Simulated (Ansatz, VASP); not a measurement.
**Br: VASP beside Ansatz**

```
Br
1.0
     3.40751   -2.35311    0.00000
     3.40751    2.35311    0.00000
     0.00000    0.00000    8.81682
Br
4
Direct
  0.36510 0.63490 0.39010
  0.13490 0.86510 0.89010
  0.63490 0.36510 0.60990
  0.86510 0.13490 0.10990
```

Change from the starting cell: volume scaled by 1.04.

Alike in both runs: task single point; functional PBEsol; k mesh 7 × 7 × 3; occupations fermi-dirac, width 0.05 eV; no spin polarisation.

```csv
,VASP,Ansatz
version,VASP 6.6.1,Ansatz 0.2.0
potentials or method,"VASP PAW PBE potentials, release 64 (Br), cutoff 520 eV","all-electron LAPW, scalar-relativistic"
```

```csv
,VASP,Ansatz,Ansatz less VASP
gap on the k mesh at the Fermi level (eV),1.72,1.73,+0.007
least direct gap on the mesh (eV),1.74,1.75,+0.007
pressure (GPa),-0.8,-0.9,-0.02
largest component of the traceless stress (GPa),0.76,0.80,+0.041
rms of the force components (eV/Å),0.188,0.175,-0.0127
```

Atom by atom the forces differ by 0.013 eV/Å (rms over components). Ansatz ran all-electron here, so the differences hold the error of VASP's frozen core and of both bases.

Caveats: an odd mesh through Γ misses points on the zone boundary, where band edges often lie; the PAW data sets were made with another functional, which shifts forces and pressure a little (VASP).
